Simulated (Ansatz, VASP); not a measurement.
**One calculation of Pt, two programs**

```
Pt
1.0
     0.00000    1.97158    1.97158
     1.97158    0.00000    1.97158
     1.97158    1.97158    0.00000
Pt
1
Direct
  0.00000 0.00000 0.00000
```

Alike in both runs: task electric field gradients; functional LDA; k mesh 16 × 16 × 16; occupations fermi-dirac, width 0.05 eV; no spin polarisation.

|  | VASP | Ansatz |
| --- | --- | --- |
| version | VASP 6.6.1 | Ansatz 0.2.0 |
| potentials or method | VASP PAW LDA potentials, release 64 (Pt), cutoff 520 eV | all-electron PAW with datasets made for the crystal, scalar-relativistic |

VASP gave:

* pressure (GPa): -9.9
* Vzz of the field gradient on the site that differs most (V/Å²): 0.0

Task: What did Ansatz give for the same quantities?

Result: Pressure (GPa): -10.5; Vzz of the field gradient on the site that differs most (V/Å²): 0.0.

Ansatz ran all-electron here, so the differences hold the error of VASP's frozen core and of both bases. Ansatz warned: «band_levels_unverified».

Spin-orbit coupling is left out, which matters for the levels of Pt.
